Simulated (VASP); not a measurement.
# TiH (Fm-3m) in VASP: further runs

Runs on TiH. Level: PBEsol. Tasks: single point.

Everything below comes from runs of VASP 6.6.1. Logs are shortened: lines on timing, memory, paths and dates and some standing lists are left out, and cuts for length are marked.

## 1. The undisturbed crystal

Symmetry: Fm-3m, No. 225, cubic system. The conventional cell has a = 4.144 Å, b = 4.144 Å, c = 4.144 Å, α = 90.00°, β = 90.00°, γ = 90.00°. Ti (site symmetry m-3m) has 6 H at 2.07 Å as nearest neighbours. Around H (site symmetry m-3m) lie 6 Ti at 2.07 Å.

The cell comes from a database or a generator and needn't be the stable form of this composition.

## 2. Single point, PBEsol (strain along c alone, the other axes held, atoms relaxed: +4.5 %)

INCAR

```
SYSTEM = TiH
  PREC = Accurate
  ENCUT = 520
  EDIFF = 1E-6
  ISMEAR = 0
  SIGMA = 0.1
  LREAL = .False.
  LASPH = .True.
  NELM = 100
  ALGO = Fast
  ISIF = 2
  LWAVE = .False.
  LCHARG = .False.
  GGA = PS
  NBANDS = 21
```

KPOINTS

```
Automatic mesh
0
Gamma
  14 14 10
  0 0 0
```

POSCAR

```
TiH
1.0
    2.0718452978      2.0718452978      0.0000000000
   -2.0718452978      2.0718452978      0.0000000000
    0.0000000000      0.0000000000      4.3301566724
Ti H
2 2
Direct
    0.0000000000      0.0000000000      0.0000000000
    0.5000000000      0.5000000000      0.5000000000
    0.5000000000      0.5000000000      0.0000000000
    0.0000000000      0.0000000000      0.5000000000
```

Potentials or basis: VASP PAW PBE potentials, release 64 (Ti_sv, H).

Launch:

```console
$ cat potpaw_PBE.64/Ti_sv/POTCAR potpaw_PBE.64/H/POTCAR > POTCAR
$ mpirun -np 1 vasp_std > vasp.out
```

OUTCAR:

```text
SYSTEM = TiH
   PREC = Accurate
   ENCUT = 520
   EDIFF = 1E-6
   ISMEAR = 0
   LREAL = .False.
   LASPH = .True.
   NELM = 100
   ISIF = 2
   GGA = PS

 ion  position               nearest neighbor table
   1  0.000  0.000  0.000-
   2  0.500  0.500  0.500-
   3  0.500  0.500  0.000-
   4  0.000  0.000  0.500-

  LATTYP: Found a simple tetragonal cell.
 ALAT       =     2.9300317193
 C/A-ratio  =     1.4778531727

  Lattice vectors:

 A1 = (   2.0718452978,   2.0718452978,   0.0000000000)
 A2 = (  -2.0718452978,   2.0718452978,   0.0000000000)
 A3 = (   0.0000000000,   0.0000000000,   4.3301566724)

Analysis of symmetry for initial positions (statically):
=====================================================================
 Subroutine PRICEL returns following result:

  LATTYP: Found a body centered tetragonal cell.
 ALAT       =     2.9300317193
 C/A-ratio  =     1.4778531727

  Lattice vectors:

 A1 = (   2.0718452978,   0.0000000000,  -2.1650783362)
 A2 = (  -2.0718452978,   0.0000000000,  -2.1650783362)
 A3 = (   0.0000000000,   2.0718452978,   2.1650783362)

   2 primitive cells build up your supercell.

 Routine SETGRP: Setting up the symmetry group for a
 simple tetragonal supercell.

 Subroutine GETGRP returns: Found 16 space group operations
 (whereof 16 operations were pure point group operations)
 out of a pool of 16 trial point group operations.

The static configuration has the point symmetry D_4h.

Analysis of symmetry for dynamics (positions and initial velocities):
=====================================================================
 Subroutine PRICEL returns following result:

  LATTYP: Found a body centered tetragonal cell.
 ALAT       =     2.9300317193
 C/A-ratio  =     1.4778531727

  Lattice vectors:

 A1 = (   2.0718452978,   0.0000000000,  -2.1650783362)
 A2 = (  -2.0718452978,   0.0000000000,  -2.1650783362)
 A3 = (   0.0000000000,   2.0718452978,   2.1650783362)

   2 primitive cells build up your supercell.

 Routine SETGRP: Setting up the symmetry group for a
 simple tetragonal supercell.

 Subroutine GETGRP returns: Found 16 space group operations
 (whereof 16 operations were pure point group operations)
 out of a pool of 16 trial point group operations.

The dynamic configuration has the point symmetry D_4h.

 Subroutine INISYM returns: Found 16 space group operations
 (whereof 16 operations are pure point group operations),
 and found     2 'primitive' translations

----------------------------------------------------------------------------------------

                                     Primitive cell

  volume of cell :      18.5874

  direct lattice vectors                    reciprocal lattice vectors
     2.071845298  0.000000000 -2.165078336     0.241330760  0.241330760 -0.230938526
    -2.071845298  0.000000000 -2.165078336    -0.241330760  0.241330760 -0.230938526
     0.000000000  2.071845298  2.165078336     0.000000000  0.482661520  0.000000000

  length of vectors
     2.996682689  2.996682689  2.996682689     0.412084547  0.412084547  0.482661520

  position of ions in fractional coordinates (direct lattice)
     0.000000000  0.000000000  0.000000000
     0.500000000  0.500000000  0.000000000

  ion indices of the primitive-cell ions
   primitive index   ion index
                 1           1
                 2           4

----------------------------------------------------------------------------------------

 KPOINTS: Automatic mesh

Automatic generation of k-mesh.
 Grid dimensions read from file:
 generate k-points for:   14   14   10

 Generating k-lattice:

  Cartesian coordinates                     Fractional coordinates (reciprocal lattice)
     0.017237911  0.017237911  0.000000000     0.071428571  0.000000000  0.000000000
    -0.017237911  0.017237911  0.000000000     0.000000000  0.071428571  0.000000000
     0.000000000  0.000000000  0.023093853     0.000000000  0.000000000  0.100000000

  Length of vectors
     0.024378088  0.024378088  0.023093853

  Shift w.r.t. Gamma in fractional coordinates (k-lattice)
     0.000000000  0.000000000  0.000000000

 Subroutine IBZKPT returns following result:
 ===========================================

 Found    216 irreducible k-points:

 Following reciprocal coordinates:
            Coordinates               Weight
  0.000000  0.000000  0.000000      1.000000
  0.071429  0.000000  0.000000      4.000000
  0.142857  0.000000  0.000000      4.000000
  0.214286  0.000000  0.000000      4.000000
  0.285714  0.000000  0.000000      4.000000
  0.357143  0.000000  0.000000      4.000000
[... 16 lines left out ...]
  0.285714  0.214286  0.000000      8.000000
  0.357143  0.214286  0.000000      8.000000
 [... further k-points ...]
   k-points           NKPTS =    216   k-points in BZ     NKDIM =    216   number of bands    NBANDS=     21
   number of dos      NEDOS =    301   number of ions     NIONS =      4
   total plane-waves  NPLWV =  18432
   dimension x,y,z NGX =    24 NGY =   24 NGZ =   32
   dimension x,y,z NGXF=    48 NGYF=   48 NGZF=   64
   ions per type =               2   2
   NGX,Y,Z   is equivalent  to a cutoff of  13.62, 13.62, 12.29 a.u.
   NGXF,Y,Z  is equivalent  to a cutoff of  27.23, 27.23, 24.57 a.u.
 SYSTEM =  TiH
   PREC   = accura    normal or accurate (medium, high low for compatibility)
   ISTART =      0    job   : 0-new  1-cont  2-samecut
   ICHARG =      2    charge: 1-file 2-atom 10-const
   ISPIN  =      1    spin polarized calculation?
   LNONCOLLINEAR =      F non collinear calculations
   LSORBIT =      F    spin-orbit coupling
   LASPH  =      T    aspherical Exc in radial PAW
   ENCUT  =  520.0 eV  38.22 Ry    6.18 a.u.   5.45  5.45  8.05*2*pi/ulx,y,z
   NELM   =    100;   NELMIN=  2; NELMDL= -5     # of ELM steps
   EDIFF  = 0.1E-05   stopping-criterion for ELM
   LREAL  =      F    real-space projection
   EDIFFG = 0.1E-04   stopping-criterion for IOM
   NSW    =      0    number of steps for IOM
   IBRION =     -1    ionic relax: 0-MD 1-quasi-New 2-CG
   NFREE  =      0    steps in history (QN), initial steepest desc. (CG)
   ISIF   =      2    stress and relaxation
   ISYM   =      2    0-nonsym 1-usesym 2-fastsym
   POTIM  = 0.5000    time-step for ionic-motion
   TEBEG  =    0.0;   TEEND  =   0.0 temperature during run
   PSTRESS=    0.0 pullay stress
   NELECT =      26.0000    total number of electrons
   NUPDOWN=      -1.0000    fix difference up-down
   EMIN   =  10.00;   EMAX   =-10.00  energy-range for DOS
   EFERMI =   0.00;   METHOD = LEGACY
   ISMEAR =     0;   SIGMA  =   0.10  broadening in eV -4-tet -1-fermi 0-gaus
   EFERMI_NEDOS =   21; number of points for ismear=-14 and -15
   IALGO  =     68    algorithm
   IMIX   =      4    mixing-type and parameters
     AMIX     =   0.40;   BMIX     =  1.00
     AMIX_MAG =   1.60;   BMIX_MAG =  1.00
  volume/ion in A,a.u.               =       9.29        62.72
  Fermi-wavevector in a.u.,A,eV,Ry     =   1.453170  2.746094 28.731478  2.111704
  Thomas-Fermi vector in A             =   2.570468
   LORBIT       =      0    0 simple, 1 ext, 2 COOP (PROOUT), +10 PAW based schemes
   GGA     = PS    functional components
   LHFCALC =     F    Hartree Fock is set to
   AEXX    =    0.0000 exact exchange contribution
   IVDW    =     0    specifies the selected vdW correction
   LEPSILON=     F    determine dielectric tensor
   LRPA    =     F    only Hartree local field effects (RPA)
 non-spin polarized calculation
 RMM-DIIS sequential band-by-band and
 Gauss-broadening in eV      SIGMA  =   0.10
  energy-cutoff  :      520.00
  volume of cell :       37.17
 maximum number of plane-waves:      1025
 NGX is ok and might be reduce to    24
   NGX = 11   NGY = 11   NGZ = 17

 number of electron      26.0000005 magnetization

 Free energy of the ion-electron system (eV)
  ---------------------------------------------------
  ext. energy  EPLUGINS =         0.00000000
  ---------------------------------------------------
  free energy    TOTEN  =       -24.82786404 eV

  energy without entropy =      -24.80720775  energy(sigma->0) =      -24.81753590

 E-fermi :   8.4650     XC(G=0): -11.9662

 val. band max:        8.4629600294   @ k =   0.0000   0.0000   0.4000
 cond. band min:       8.4660300199   @ k =   0.2143   0.0000   0.0000
 fundamental gap:      0.0030699904
 Fermi energy:         8.4650096364

 k-point     1 :       0.0000    0.0000    0.0000
  band No.  band energies     occupation
      1     -48.0464      2.00000
      2     -47.9255      2.00000
      3     -24.6126      2.00000
      4     -24.2777      2.00000
      5     -24.2777      2.00000
      6     -24.1017      2.00000
[... 13 lines left out ...]
     20      12.0261      0.00000
     21      14.7713      0.00000

 k-point     2 :       0.0714    0.0000    0.0000
  band No.  band energies     occupation
      1     -48.0430      2.00000
      2     -47.9250      2.00000
      3     -24.6043      2.00000
      4     -24.2941      2.00000
      5     -24.2738      2.00000
      6     -24.1228      2.00000
[... 13 lines left out ...]
     20      12.3169      0.00000
     21      14.7556      0.00000

 k-point     3 :       0.1429    0.0000    0.0000
  band No.  band energies     occupation
      1     -48.0329      2.00000
      2     -47.9238      2.00000
      3     -24.5800      2.00000
      4     -24.3396      2.00000
      5     -24.2628      2.00000
      6     -24.1823      2.00000
[... 13 lines left out ...]
     20      13.0101      0.00000
     21      14.5924      0.00000

 k-point     4 :       0.2143    0.0000    0.0000
  band No.  band energies     occupation
      1     -48.0177      2.00000
      2     -47.9229      2.00000
      3     -24.5417      2.00000
      4     -24.4038      2.00000
      5     -24.2684      2.00000
      6     -24.2456      2.00000
[... 13 lines left out ...]
     20      13.9867      0.00000
     21      14.1079      0.00000

 k-point     5 :       0.2857    0.0000    0.0000
  band No.  band energies     occupation
      1     -47.9992      2.00000
      2     -47.9234      2.00000
      3     -24.4922      2.00000
      4     -24.4721      2.00000
      5     -24.3651      2.00000
      6     -24.2243      2.00000
[... 13 lines left out ...]
     20      13.2802      0.00000
     21      15.9690      0.00000

 k-point     6 :       0.3571    0.0000    0.0000
  band No.  band energies     occupation
      1     -47.9795      2.00000
      2     -47.9268      2.00000
      3     -24.5291      2.00000
      4     -24.4553      2.00000
      5     -24.4352      2.00000
      6     -24.2065      2.00000
[... 13 lines left out ...]
     20      12.8546      0.00000
     21      15.5900      0.00000

 k-point     7 :       0.4286    0.0000    0.0000
  band No.  band energies     occupation
      1     -47.9611      2.00000
      2     -47.9340      2.00000
      3     -24.5615      2.00000
      4     -24.5239      2.00000
      5     -24.3745      2.00000
      6     -24.2572      2.00000
[... 13 lines left out ...]
     20      12.5619      0.00000
     21      15.4643      0.00000
[... 291 lines left out ...]
      1     -47.9525      2.00000
      2     -47.9280      2.00000
      3     -24.5591      2.00000
      4     -24.5273      2.00000
      5     -24.3614      2.00000
      6     -24.2556      2.00000
[... 13 lines left out ...]
     20      12.7277      0.00000
     21      15.6114      0.00000

 k-point    21 :       0.5000    0.1429    0.0000
  band No.  band energies     occupation
      1     -47.9382      2.00000
      2     -47.9382      2.00000
      3     -24.5607      2.00000
      4     -24.5607      2.00000
      5     -24.3067      2.00000
      6     -24.3067      2.00000
[... 13 lines left out ...]
     20      12.3111      0.00000
     21      15.4957      0.00000

 k-point    22 :       0.2143    0.2143    0.0000
  band No.  band energies     occupation
      1     -47.9920      2.00000
      2     -47.9177      2.00000
      3     -24.4827      2.00000
      4     -24.4214      2.00000
      5     -24.3319      2.00000
      6     -24.3212      2.00000
[... 13 lines left out ...]
     20      14.1973      0.00000
     21      14.7230      0.00000

 k-point    23 :       0.2857    0.2143    0.0000
  band No.  band energies     occupation
      1     -47.9757      2.00000
      2     -47.9163      2.00000
      3     -24.4738      2.00000
      4     -24.4420      2.00000
      5     -24.4037      2.00000
      6     -24.3165      2.00000
[... 13 lines left out ...]
     20      14.0032      0.00000
     21      16.3444      0.00000

 k-point    24 :       0.3571    0.2143    0.0000
  band No.  band energies     occupation
      1     -47.9587      2.00000
      2     -47.9173      2.00000
      3     -24.5279      2.00000
      4     -24.4790      2.00000
      5     -24.3954      2.00000
      6     -24.2984      2.00000
[... 13 lines left out ...]
     20      13.4962      0.00000
     21      15.7813      0.00000

 [... further k-points ...]

------------------------ aborting loop because EDIFF is reached ----------------------------------------

  FORCE on cell =-STRESS in cart. coord.  units (eV):
  Direction    XX          YY          ZZ          XY          YZ          ZX
  --------------------------------------------------------------------------------------
  -------------------------------------------------------------------------------------
  Total       -1.4640551     -1.4640551     -1.4209754      0.0000000      0.0000000     -0.0000000
  in kB      -63.0986052    -63.0986052    -61.2419319      0.0000000      0.0000000     -0.0000000
  external PRESSURE =     -62.4797141 kB  Pullay stress =       0.0000000 kB

 VOLUME and BASIS-vectors are now :
 -----------------------------------------------------------------------------
  energy-cutoff  :      520.00
  volume of cell :       37.17
      direct lattice vectors                 reciprocal lattice vectors
     2.071845298  2.071845298  0.000000000     0.241330760  0.241330760  0.000000000
    -2.071845298  2.071845298  0.000000000    -0.241330760  0.241330760  0.000000000
     0.000000000  0.000000000  4.330156672     0.000000000  0.000000000  0.230938526

 POSITION                                       TOTAL-FORCE (eV/Angst)
 -----------------------------------------------------------------------------------
      0.00000      0.00000      0.00000        -0.000000      0.000000      0.000000
      0.00000      2.07185      2.16508         0.000000     -0.000000     -0.000000
      0.00000      2.07185      0.00000        -0.000000      0.000000      0.000000
      0.00000      0.00000      2.16508        -0.000000      0.000000      0.000000
 -----------------------------------------------------------------------------------
    total drift:                               -0.000000      0.000000     -0.000000

  FREE ENERGIE OF THE ION-ELECTRON SYSTEM (eV)
  ---------------------------------------------------
  free  energy   TOTEN  =       -24.8278640388 eV

  energy  without entropy=      -24.8072077515  energy(sigma->0) =      -24.81753590
```

Run time: 2.1 min. Hardware: 1 thread of Intel Xeon 6975P-C (Granite Rapids), shared host; peak memory 0.25 GiB.

Results:

| Quantity | Value |
| --- | --- |
| Free energy | -24.8279 eV |
| Pressure | -6.2 GPa |
| Band gap on the k mesh | none (metal or under the smearing width) |

Caveat: the PAW data sets were made with another functional, which shifts forces and pressure a little.

(Part 1 of 2 ends here.)
